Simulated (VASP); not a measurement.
Wanted: the native input for a VASP 6.6.1 run.

```
Task                   : single point
Functional             : PBE
Potentials or basis    : VASP PAW PBE potentials, release 64 (Pt, Te)
Cutoff                 : 520 eV
k mesh                 : 10 × 10 × 6
Occupations            : fermi-dirac, width 0.05 eV
Spin                   : no spin polarisation
Dipole correction      : no
Further INCAR settings : ALGO = Normal; EDIFF = 1e-07; NBANDS = 18
```

The structure of Te2Pt lies in POSCAR:

```
Te2Pt
1.0
    4.0899624096      0.0000000000      0.0000000000
   -2.0449812048      3.5420113472      0.0000000000
    0.0000000000      0.0000000000      5.3827046313
Pt Te
1 2
Direct
    0.0000000000      0.0000000000      0.0000000000
    0.3333333333      0.6666666667      0.2530028067
    0.6666666667      0.3333333333      0.7469971933
```

The cell was relaxed by an earlier calculation.

The input as run:

INCAR

```
SYSTEM = Te2Pt
ALGO     = Normal         ! electronic algorithm
EDIFF    = 1E-7           ! SCF threshold, eV
ENCUT    = 520            ! plane-wave cutoff, eV
GGA      = PE             ! functional
ISIF     = 2              ! what is computed and relaxed
ISMEAR   = -1             ! smearing method
LASPH    = .True.         ! aspherical terms in the spheres
LCHARG   = .False.        ! write CHGCAR
LREAL    = .False.        ! projectors in reciprocal space
LWAVE    = .False.        ! write WAVECAR
NBANDS   = 18             ! bands
NELM     = 100            ! most SCF steps
PREC     = Accurate       ! precision mode
SIGMA    = 0.05           ! smearing width, eV
```

KPOINTS

```
k-points
0
Gamma
  10 10 6
  0 0 0
```

Potentials or basis: VASP PAW PBE potentials, release 64 (Pt, Te).

The run is started by

```sh
$ cat potpaw_PBE.64/Pt/POTCAR potpaw_PBE.64/Te/POTCAR > POTCAR
$ mpirun -np 1 vasp_std > vasp.out
```

Results of the run:

- Pressure: -0.2 GPa
- Largest force: 0.010 eV/Å
- Band gap on the k mesh: none (metal or under the smearing width)

Wall time 68 s on 1 thread of Intel(R) Xeon(R) Platinum 8375C CPU @ 2.90GHz (Ice Lake) (shared host), peak memory 0.25 GiB.
